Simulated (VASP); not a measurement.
## MgB2: single point with PBE

The system is MgB2.

```
CELL_PARAMETERS angstrom
3.08500 0.00000 0.00000
-1.54250 2.67169 0.00000
0.00000 0.00000 3.52300
ATOMIC_POSITIONS crystal
Mg 0.00000 0.00000 0.00000
B 0.66667 0.33333 0.50000
B 0.33333 0.66667 0.50000
```

```yaml
Program: VASP 6.6.1
Task: single point
Functional: PBE
Potentials_or_basis: VASP PAW PBE potentials, release 64 (Mg_GW, B_GW)
Cutoff: 450 eV
k_mesh: 5 × 5 × 4
Occupations: gaussian, width 0.02 eV
Spin: no spin polarisation
```

```json
{"Pressure": "-1.7 GPa", "Band gap on the k mesh": "none (metal or under the smearing width)"}
```

Stress tensor (GPa, compression positive):
```
-1.95  0.00  0.00
 0.00 -1.95  0.00
 0.00  0.00 -1.29
```

Levels at points of the mesh, in eV from the Fermi level:
| k point | band 2 | band 3 | band 4 | band 5 | band 6 | band 7 |
| --- | --- | --- | --- | --- | --- | --- |
| (0.00, 0.00, 0.00) | -3.22 | 0.06 | 0.06 | 1.37 | 6.00 | 6.00 |
| (0.00, 0.00, 0.50) | -7.70 | 0.44 | 0.44 | 6.34 | 6.34 | 7.66 |

Run time: 9.7 s on 1 thread of AMD EPYC 7R43 64-Core Processor (Zen 3) (shared host), peak memory 0.09 GiB.

Caveat: the k mesh is coarse (spacing up to 0.47 Å⁻¹), so the values aren't converged.
